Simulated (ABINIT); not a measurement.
Here is an ABINIT 10.8.3 (patched build) calculation.

The input run.abi:

```
# Pseudopotentials
pp_dirpath "./"
pseudos "Cd.upf, Se.upf"

# Structure
acell 3*1.0 Angstrom
rprim
     0.0000000000     3.0702711986     3.0702711986
     3.0702711986     0.0000000000     3.0702711986
     3.0702711986     3.0702711986     0.0000000000
ntypat 2
znucl 48 34
natom 2
typat 1 2
xred
     0.0000000000     0.0000000000     0.0000000000
     0.2500000000     0.2500000000     0.2500000000

# Plane-wave basis
ecut 47.0

# k points
kptopt 1
ngkpt 6 6 6
nshiftk 1
shiftk 0.0 0.0 0.0

# Exchange and correlation
ixc 7

# Bands and occupations
nband 22
occopt 3
tsmear 0.05 eV

# SCF cycle
nstep 100
tolvrs 1.0e-10

# Output
iomode 3
prtwf 0
prtden 0
prteig 0
prtebands 0
enunit 2
```

Potentials or basis: PseudoDojo NC SR LDA v0.4.1 standard.

The run is started by

```bash
$ mpirun --bind-to none -np 4 abinit run.abi > log 2>&1
```

**Question.** Estimate the band gap on the k mesh.

**Answer.** 0.27 eV, direct.

 Expect the measured gap to be larger: semilocal functionals such as LDA lack the derivative discontinuity.
